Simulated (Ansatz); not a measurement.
`COC(C)(C)C` → `[CH2]` (triplet) + `CC(C)(C)O`  (formal loss of a carbene)

Program: Ansatz. Geometries: PBE0-D4/def2-TZVP. ΔE: electronic, gas phase. CBS: MP2 limit from def2 TZ/QZ plus the TZ coupled-cluster correction, frozen cores. This one scheme is used for every species. Functionals use def2-TZVPP. HSE06 is defined as in plane-wave codes. Triplets are unrestricted, without spin–orbit coupling. Each species was taken in one conformer, which may not be the lowest.

```json
{"species": "`COC(C)(C)C`", "HSE06 energy (Eh)": "-272.73398"}
{"species": "`[CH2]` (triplet)", "HSE06 energy (Eh)": "-39.11337"}
{"species": "`CC(C)(C)O`", "HSE06 energy (Eh)": "-233.47724"}
```

(1) Work out ΔE.

Largest T1 diagnostic among the species: 0.011.

## Answers

(1) ΔE = (-39.11337) + (-233.47724) − (-272.73398) = 0.14337 Eh = +376.4 kJ/mol. CCSD(T)/CBS gives +384.6 kJ/mol.

The D4 term adds +13.0 kJ/mol with B3LYP and +7.3 kJ/mol with PBE0; it sums over pairs of atoms, weighted by their polarisabilities, and B3LYP, whose exchange is more repulsive, gets the larger term. At CCSD(T), def2-SVP lies −9.5 kJ/mol from the extrapolated value and def2-TZVPP −8.5 kJ/mol.

B3LYP here is the variant with VWN-RPA as its local correlation; programs differ in this.
